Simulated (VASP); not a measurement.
# La (P6_3/mmc) in VASP: a series of runs

One crystal, La, is run at these levels: PBEsol, LDA; tasks: electric field gradients.

Program: VASP 6.6.1. These are calculated values, not measurements. Logs are shortened: lines on timing, memory, paths and dates and some standing lists are left out, and cuts for length are marked.

**1. Starting point**

The structure is hexagonal, space group P6_3/mmc (No. 194). The conventional cell has a = 3.750 Å, b = 3.750 Å, c = 6.070 Å, α = 90.00°, β = 90.00°, γ = 120.00°. La (site symmetry -6m2) is surrounded by 12 La at 3.73 to 3.75 Å.

This isn't the form of La at room conditions, which is double hcp.

**2. Electric field gradients, PBEsol**

Contents of INCAR:

```
ALGO = Normal
EDIFF = 1E-7
ENCUT = 520
GGA = PS
ISIF = 2
ISMEAR = -1
LASPH = T
LCHARG = F
LEFG = T
LREAL = F
LWAVE = F
NELM = 80
PREC = Accurate
SIGMA = 0.05
```

Contents of KPOINTS:

```
k-points
0
Gamma
  10 10 6
```

Contents of POSCAR:

```
La
1.0
    3.7500000000      0.0000000000      0.0000000000
   -1.8750000000      3.2475952642      0.0000000000
    0.0000000000      0.0000000000      6.0700000000
La
2
Direct
    0.3333333333      0.6666666667      0.2500000000
    0.6666666667      0.3333333333      0.7500000000
```

Potentials or basis: VASP PAW PBE potentials, release 64 (La).

Started as:

```bash
> cat potpaw_PBE.64/La/POTCAR > POTCAR
> mpirun -np 1 vasp_std > vasp.out
```

OUTCAR:

```text
EDIFF = 1E-7
   ENCUT = 520
   GGA = PS
   ISIF = 2
   ISMEAR = -1
   LASPH = T
   LREAL = F
   NELM = 80
   PREC = Accurate

 ion  position               nearest neighbor table
   1  0.333  0.667  0.250-
   2  0.667  0.333  0.750-

  LATTYP: Found a hexagonal cell.
 ALAT       =     3.7500000000
 C/A-ratio  =     1.6186666667

  Lattice vectors:

 A1 = (   3.7500000000,   0.0000000000,   0.0000000000)
 A2 = (  -1.8750000000,   3.2475952642,   0.0000000000)
 A3 = (   0.0000000000,   0.0000000000,   6.0700000000)

Analysis of symmetry for initial positions (statically):
=====================================================================
 Subroutine PRICEL returns:
 Original cell was already a primitive cell.

 Routine SETGRP: Setting up the symmetry group for a
 hexagonal supercell.

 Subroutine GETGRP returns: Found 24 space group operations
 (whereof 12 operations were pure point group operations)
 out of a pool of 24 trial point group operations.

The static configuration has the point symmetry D_3d.
 The point group associated with its full space group is D_6h.

Analysis of symmetry for dynamics (positions and initial velocities):
=====================================================================
 Subroutine PRICEL returns:
 Original cell was already a primitive cell.

 Routine SETGRP: Setting up the symmetry group for a
 hexagonal supercell.

 Subroutine GETGRP returns: Found 24 space group operations
 (whereof 12 operations were pure point group operations)
 out of a pool of 24 trial point group operations.

The dynamic configuration has the point symmetry D_3d.
 The point group associated with its full space group is D_6h.

 Subroutine INISYM returns: Found 24 space group operations
 (whereof 12 operations are pure point group operations),
 and found     1 'primitive' translations

----------------------------------------------------------------------------------------

                                     Primitive cell

  volume of cell :      73.9234

  direct lattice vectors                    reciprocal lattice vectors
     3.750000000  0.000000000  0.000000000     0.266666667  0.153960072  0.000000000
    -1.875000000  3.247595264  0.000000000     0.000000000  0.307920144  0.000000000
     0.000000000  0.000000000  6.070000000     0.000000000  0.000000000  0.164744646

  length of vectors
     3.750000000  3.750000000  6.070000000     0.307920144  0.307920144  0.164744646

  position of ions in fractional coordinates (direct lattice)
     0.333333333  0.666666667  0.250000000
     0.666666667  0.333333333  0.750000000

  ion indices of the primitive-cell ions
   primitive index   ion index
                 1           1
                 2           2

----------------------------------------------------------------------------------------

 KPOINTS: k-points

Automatic generation of k-mesh.
 Grid dimensions read from file:
 generate k-points for:   10   10    6

 Generating k-lattice:

  Cartesian coordinates                     Fractional coordinates (reciprocal lattice)
     0.026666667  0.015396007  0.000000000     0.100000000  0.000000000  0.000000000
     0.000000000  0.030792014  0.000000000     0.000000000  0.100000000  0.000000000
     0.000000000  0.000000000  0.027457441     0.000000000  0.000000000  0.166666667

  Length of vectors
     0.030792014  0.030792014  0.027457441

  Shift w.r.t. Gamma in fractional coordinates (k-lattice)
     0.000000000  0.000000000  0.000000000

 Subroutine IBZKPT returns following result:
 ===========================================

 Found     56 irreducible k-points:

 Following reciprocal coordinates:
            Coordinates               Weight
  0.000000  0.000000  0.000000      1.000000
  0.100000  0.000000  0.000000      6.000000
  0.200000  0.000000  0.000000      6.000000
  0.300000 -0.000000  0.000000      6.000000
  0.400000 -0.000000  0.000000      6.000000
  0.500000  0.000000  0.000000      3.000000
[... 16 lines left out ...]
  0.300000  0.100000  0.166667     24.000000
  0.400000  0.100000  0.166667     24.000000
 [... further k-points ...]
   k-points           NKPTS =     56   k-points in BZ     NKDIM =     56   number of bands    NBANDS=     15
   number of dos      NEDOS =    301   number of ions     NIONS =      2
   total plane-waves  NPLWV =  37632
   dimension x,y,z NGX =    28 NGY =   28 NGZ =   48
   dimension x,y,z NGXF=    56 NGYF=   56 NGZF=   96
   ions per type =               2
   NGX,Y,Z   is equivalent  to a cutoff of  12.41, 12.41, 13.15 a.u.
   NGXF,Y,Z  is equivalent  to a cutoff of  24.83, 24.83, 26.29 a.u.
 SYSTEM =  unknown system
   PREC   = accura    normal or accurate (medium, high low for compatibility)
   ISTART =      0    job   : 0-new  1-cont  2-samecut
   ICHARG =      2    charge: 1-file 2-atom 10-const
   ISPIN  =      1    spin polarized calculation?
   LNONCOLLINEAR =      F non collinear calculations
   LSORBIT =      F    spin-orbit coupling
   LASPH  =      T    aspherical Exc in radial PAW
   ENCUT  =  520.0 eV  38.22 Ry    6.18 a.u.   6.97  6.97 11.29*2*pi/ulx,y,z
   NELM   =     80;   NELMIN=  2; NELMDL= -5     # of ELM steps
   EDIFF  = 0.1E-06   stopping-criterion for ELM
   LREAL  =      F    real-space projection
   EDIFFG = 0.1E-05   stopping-criterion for IOM
   NSW    =      0    number of steps for IOM
   IBRION =     -1    ionic relax: 0-MD 1-quasi-New 2-CG
   NFREE  =      0    steps in history (QN), initial steepest desc. (CG)
   ISIF   =      2    stress and relaxation
   ISYM   =      2    0-nonsym 1-usesym 2-fastsym
   POTIM  = 0.5000    time-step for ionic-motion
   TEBEG  =    0.0;   TEEND  =   0.0 temperature during run
   PSTRESS=    0.0 pullay stress
   NELECT =      22.0000    total number of electrons
   NUPDOWN=      -1.0000    fix difference up-down
   EMIN   =  10.00;   EMAX   =-10.00  energy-range for DOS
   EFERMI =   0.00;   METHOD = LEGACY
   ISMEAR =    -1;   SIGMA  =   0.05  broadening in eV -4-tet -1-fermi 0-gaus
   EFERMI_NEDOS =   21; number of points for ismear=-14 and -15
   IALGO  =     38    algorithm
   IMIX   =      4    mixing-type and parameters
     AMIX     =   0.40;   BMIX     =  1.00
     AMIX_MAG =   1.60;   BMIX_MAG =  1.00
  volume/ion in A,a.u.               =      36.96       249.43
  Fermi-wavevector in a.u.,A,eV,Ry     =   1.093004  2.065478 16.254307  1.194658
  Thomas-Fermi vector in A             =   2.229281
   LORBIT       =      0    0 simple, 1 ext, 2 COOP (PROOUT), +10 PAW based schemes
   GGA     = PS    functional components
   LHFCALC =     F    Hartree Fock is set to
   AEXX    =    0.0000 exact exchange contribution
   IVDW    =     0    specifies the selected vdW correction
   LEPSILON=     F    determine dielectric tensor
   LRPA    =     F    only Hartree local field effects (RPA)
 non-spin polarized calculation
  energy-cutoff  :      520.00
  volume of cell :       73.92
 maximum number of plane-waves:      2007
 NGX is ok and might be reduce to    28
   NGX = 13   NGY = 13   NGZ = 23

 number of electron      21.9999996 magnetization

 Free energy of the ion-electron system (eV)
  ---------------------------------------------------
  ext. energy  EPLUGINS =         0.00000000
  ---------------------------------------------------
  free energy    TOTEN  =       -10.61312623 eV

  energy without entropy =      -10.58168403  energy(sigma->0) =      -10.59740513

 E-fermi :   7.7658     XC(G=0):  -9.7027

 val. band max:        7.7651637030   @ k =   0.2000   0.1000   0.0000
 cond. band min:       7.7983379810   @ k =   0.3000   0.3000   0.3333
 fundamental gap:      0.0331742780
 Fermi energy:         7.7658164405

 k-point     1 :       0.0000    0.0000    0.0000
  band No.  band energies     occupation
      1     -25.0595      2.00000
      2     -24.8521      2.00000
      3      -9.4033      2.00000
      4      -8.1820      2.00000
      5      -8.1820      2.00000
      6      -7.9922      2.00000
      7      -7.9922      2.00000
      8      -7.9575      2.00000
      9       4.5273      2.00000
     10       5.9809      2.00000
     11       8.8732      0.00000
     12       9.0963      0.00000
     13       9.0963      0.00000
     14       9.3495      0.00000
     15       9.4313      0.00000
[... 397 lines left out ...]
 k-point    24 :       0.4000    0.1000    0.1667
  band No.  band energies     occupation
      1     -24.8567      2.00000
      2     -24.7973      2.00000
      3      -9.2662      2.00000
      4      -9.0585      2.00000
      5      -8.6978      2.00000
      6      -8.5188      2.00000
      7      -8.3107      2.00000
      8      -8.2258      2.00000
      9       6.2401      2.00000
     10       6.5052      2.00000
     11       7.3722      1.99924
     12       8.0155      0.01348
     13       8.6703      0.00000
     14       9.4265      0.00000
     15       9.5368      0.00000

 [... further k-points ...]
[... 5 lines left out ...]
  --------------------------------------------------------------------------------------
  -------------------------------------------------------------------------------------
  Total       -0.8120715     -0.8120715     -0.7876660      0.0000000     -0.0000000      0.0000000
  in kB      -17.6004178    -17.6004178    -17.0714672      0.0000000     -0.0000000      0.0000000
  external PRESSURE =     -17.4241009 kB  Pullay stress =       0.0000000 kB

 VOLUME and BASIS-vectors are now :
 -----------------------------------------------------------------------------
  energy-cutoff  :      520.00
  volume of cell :       73.92
      direct lattice vectors                 reciprocal lattice vectors
     3.750000000  0.000000000  0.000000000     0.266666667  0.153960072  0.000000000
    -1.875000000  3.247595264  0.000000000     0.000000000  0.307920144  0.000000000
     0.000000000  0.000000000  6.070000000     0.000000000  0.000000000  0.164744646

 POSITION                                       TOTAL-FORCE (eV/Angst)
 -----------------------------------------------------------------------------------
     -0.00000      2.16506      1.51750         0.000000      0.000000      0.000000
      1.87500      1.08253      4.55250        -0.000000     -0.000000      0.000000
 -----------------------------------------------------------------------------------
    total drift:                                0.000000     -0.000000      0.000000

  FREE ENERGIE OF THE ION-ELECTRON SYSTEM (eV)
  ---------------------------------------------------
  free  energy   TOTEN  =       -10.6131262309 eV

  energy  without entropy=      -10.5816840263  energy(sigma->0) =      -10.59740513

 Electric field gradients (V/A^2)
---------------------------------------------------------------------
 ion       V_xx      V_yy      V_zz      V_xy      V_xz      V_yz
---------------------------------------------------------------------
   1      -2.841    -2.841     5.682     0.001    -0.000     0.000
   2      -2.841    -2.841     5.682     0.001     0.000    -0.000
---------------------------------------------------------------------

 Electric field gradients after diagonalization (V/A^2)
 (convention: |V_zz| > |V_xx| > |V_yy|)
----------------------------------------------------------------------
 ion       V_xx      V_yy      V_zz     asymmetry (V_yy - V_xx)/ V_zz
----------------------------------------------------------------------
   1      -2.842    -2.840     5.682       0.000
   2      -2.842    -2.840     5.682       0.000
----------------------------------------------------------------------

           NMR quadrupolar parameters

 Cq : quadrupolar parameter    Cq=e*Q*V_zz/h
 eta: asymmetry parameters     (V_yy - V_xx)/ V_zz
 Q  : nuclear electric quadrupole moment in mb (millibarn)
----------------------------------------------------------------------
 ion       Cq(MHz)       eta       Q (mb)
----------------------------------------------------------------------
   1       0.014       0.000       1.000
   2       0.014       0.000       1.000
----------------------------------------------------------------------
```

Wall time 74 s (1 thread of Intel Xeon Platinum 8375C at 2.90GHz (Ice Lake), shared host); peak memory 0.22 GiB.

What came out:

```
Free energy            : -10.6131 eV
Pressure               : -1.7 GPa
Band gap on the k mesh : none (metal or under the smearing width)
```

Levels at points of the mesh, in eV from the Fermi level:
| k point | band 8 | band 9 | band 10 | band 11 | band 12 | band 13 | band 14 | band 15 |
| --- | --- | --- | --- | --- | --- | --- | --- | --- |
| (0.00, 0.00, 0.00) | -15.72 | -3.24 | -1.78 | 1.11 | 1.33 | 1.33 | 1.58 | 1.67 |
| (0.50, 0.00, 0.00) | -15.93 | -1.62 | -1.19 | -1.15 | 1.22 | 1.24 | 1.33 | 1.53 |
| (0.00, 0.00, 0.50) | -15.85 | -1.91 | -1.91 | 0.61 | 0.61 | 1.38 | 1.38 | 1.39 |
| (0.50, 0.00, 0.50) | -16.10 | -1.69 | -1.69 | -0.40 | -0.40 | 1.61 | 1.61 | 1.80 |

Electric field gradients, principal values (V/Å²):
```
atom     Vxx     Vyy    Vzz
1 La  -2.840  -2.842  5.682
2 La  -2.840  -2.842  5.682
```

Caveat: the PAW data sets were made with another functional, which shifts forces and pressure a little.

**3. Electric field gradients, LDA**

Changes to INCAR since step 2:

```diff
@@ -2,4 +2,4 @@
 EDIFF = 1E-7
-ENCUT = 520
-GGA = PS
+ENCUT = 300
+GGA = CA
 ISIF = 2
```

Contents of KPOINTS:

```
k-points
0
Gamma
  4 4 2
```

POSCAR is that of step 2.

Potentials or basis: VASP PAW LDA potentials, release 64 (La).

Started as:

```bash
> cat potpaw_LDA.64/La/POTCAR > POTCAR
> mpirun -np 1 vasp_std > vasp.out
```

OUTCAR:

```text
EDIFF = 1E-7
   ENCUT = 300
   GGA = CA
   ISIF = 2
   ISMEAR = -1
   LASPH = T
   LREAL = F
   NELM = 80
   PREC = Accurate

 ion  position               nearest neighbor table
   1  0.333  0.667  0.250-
   2  0.667  0.333  0.750-

  LATTYP: Found a hexagonal cell.
 ALAT       =     3.7500000000
 C/A-ratio  =     1.6186666667

  Lattice vectors:

 A1 = (   3.7500000000,   0.0000000000,   0.0000000000)
 A2 = (  -1.8750000000,   3.2475952642,   0.0000000000)
 A3 = (   0.0000000000,   0.0000000000,   6.0700000000)

Analysis of symmetry for initial positions (statically):
=====================================================================
 Subroutine PRICEL returns:
 Original cell was already a primitive cell.

 Routine SETGRP: Setting up the symmetry group for a
 hexagonal supercell.

 Subroutine GETGRP returns: Found 24 space group operations
 (whereof 12 operations were pure point group operations)
 out of a pool of 24 trial point group operations.

The static configuration has the point symmetry D_3d.
 The point group associated with its full space group is D_6h.

Analysis of symmetry for dynamics (positions and initial velocities):
=====================================================================
 Subroutine PRICEL returns:
 Original cell was already a primitive cell.

 Routine SETGRP: Setting up the symmetry group for a
 hexagonal supercell.

 Subroutine GETGRP returns: Found 24 space group operations
 (whereof 12 operations were pure point group operations)
[... 271 lines left out ...]
      2     -24.8036      2.00000
      3      -9.2023      2.00000
      4      -9.2023      2.00000
      5      -8.6750      2.00000
      6      -8.6750      2.00000
      7      -8.2651      2.00000
      8      -8.2651      2.00000
      9       6.7117      2.00000
     10       6.7117      2.00000
     11       7.8224      0.15596
     12       7.8224      0.15596
     13       8.4488      0.00000
     14       8.4489      0.00000
     15       8.9274      0.00000

------------------------ aborting loop because EDIFF is reached ----------------------------------------

  FORCE on cell =-STRESS in cart. coord.  units (eV):
  Direction    XX          YY          ZZ          XY          YZ          ZX
  --------------------------------------------------------------------------------------
  -------------------------------------------------------------------------------------
  Total       -0.9707729     -0.9707729     -1.5093974      0.0000000      0.0000000      0.0000000
  in kB      -21.0400317    -21.0400317    -32.7139010      0.0000000      0.0000000      0.0000000
  external PRESSURE =     -24.9313215 kB  Pullay stress =       0.0000000 kB

 VOLUME and BASIS-vectors are now :
 -----------------------------------------------------------------------------
  energy-cutoff  :      300.00
  volume of cell :       73.92
      direct lattice vectors                 reciprocal lattice vectors
     3.750000000  0.000000000  0.000000000     0.266666667  0.153960072  0.000000000
    -1.875000000  3.247595264  0.000000000     0.000000000  0.307920144  0.000000000
     0.000000000  0.000000000  6.070000000     0.000000000  0.000000000  0.164744646

 POSITION                                       TOTAL-FORCE (eV/Angst)
 -----------------------------------------------------------------------------------
     -0.00000      2.16506      1.51750         0.000000     -0.000000      0.000000
      1.87500      1.08253      4.55250        -0.000000      0.000000      0.000000
 -----------------------------------------------------------------------------------
    total drift:                                0.000000     -0.000000      0.000000

  FREE ENERGIE OF THE ION-ELECTRON SYSTEM (eV)
  ---------------------------------------------------
  free  energy   TOTEN  =       -10.9026483488 eV

  energy  without entropy=      -10.8449221057  energy(sigma->0) =      -10.87378523

 Electric field gradients (V/A^2)
---------------------------------------------------------------------
 ion       V_xx      V_yy      V_zz      V_xy      V_xz      V_yz
---------------------------------------------------------------------
   1     -19.684   -19.683    39.367     0.001    -0.000     0.000
   2     -19.684   -19.683    39.367     0.001     0.000    -0.000
---------------------------------------------------------------------

 Electric field gradients after diagonalization (V/A^2)
 (convention: |V_zz| > |V_xx| > |V_yy|)
----------------------------------------------------------------------
 ion       V_xx      V_yy      V_zz     asymmetry (V_yy - V_xx)/ V_zz
----------------------------------------------------------------------
   1     -19.684   -19.683    39.367       0.000
   2     -19.684   -19.683    39.367       0.000
----------------------------------------------------------------------

           NMR quadrupolar parameters

 Cq : quadrupolar parameter    Cq=e*Q*V_zz/h
 eta: asymmetry parameters     (V_yy - V_xx)/ V_zz
 Q  : nuclear electric quadrupole moment in mb (millibarn)
----------------------------------------------------------------------
 ion       Cq(MHz)       eta       Q (mb)
----------------------------------------------------------------------
   1       0.095       0.000       1.000
   2       0.095       0.000       1.000
----------------------------------------------------------------------
```

OSZICAR:

```text
N       E                     dE             d eps       ncg     rms          rms(c)
DAV:   1     0.206479378317E+03    0.20648E+03   -0.61237E+03   240   0.130E+03
DAV:   2     0.177618847894E+02   -0.18872E+03   -0.18754E+03   352   0.338E+02
DAV:   3    -0.756017543307E+01   -0.25322E+02   -0.24930E+02   432   0.138E+02
DAV:   4    -0.106188612679E+02   -0.30587E+01   -0.30225E+01   472   0.415E+01
DAV:   5    -0.109164069091E+02   -0.29755E+00   -0.29528E+00   416   0.124E+01    0.322E+00
DAV:   6    -0.109205731216E+02   -0.41662E-02   -0.47939E-01   472   0.514E+00    0.162E+00
DAV:   7    -0.109041428453E+02    0.16430E-01   -0.39953E-02   432   0.158E+00    0.470E-01
DAV:   8    -0.109026218837E+02    0.15210E-02   -0.39334E-03   464   0.578E-01    0.594E-02
DAV:   9    -0.109026362666E+02   -0.14383E-04   -0.64483E-04   480   0.179E-01    0.359E-02
DAV:  10    -0.109026461350E+02   -0.98684E-05   -0.52857E-05   464   0.535E-02    0.296E-02
DAV:  11    -0.109026483868E+02   -0.22518E-05   -0.16301E-05   432   0.426E-02    0.313E-03
DAV:  12    -0.109026483488E+02    0.37920E-07   -0.50606E-07   360   0.759E-03
   1 F= -.10902648E+02 E0= -.10873785E+02  d E =-.577262E-01
```

Wall time 6.1 s (1 thread of Intel Xeon Platinum 8375C at 2.90GHz (Ice Lake), shared host); peak memory 0.14 GiB.

What came out:

* Free energy: -10.9026 eV
* Pressure: -2.5 GPa
* Band gap on the k mesh: none (metal or under the smearing width)

Stress tensor (GPa, compression positive):
```
-2.10  0.00  0.00
 0.00 -2.10  0.00
 0.00  0.00 -3.27
```

Electric field gradients, principal values (V/Å²):
| atom | Vxx | Vyy | Vzz |
| --- | --- | --- | --- |
| 1 La | -19.683 | -19.684 | 39.367 |
| 2 La | -19.683 | -19.684 | 39.367 |

Caveat: the k mesh is coarse (spacing up to 0.52 Å⁻¹), so the values aren't converged. The run has no spin-orbit coupling, so splittings on La are missing.

(Continued in part 2 of 2.)
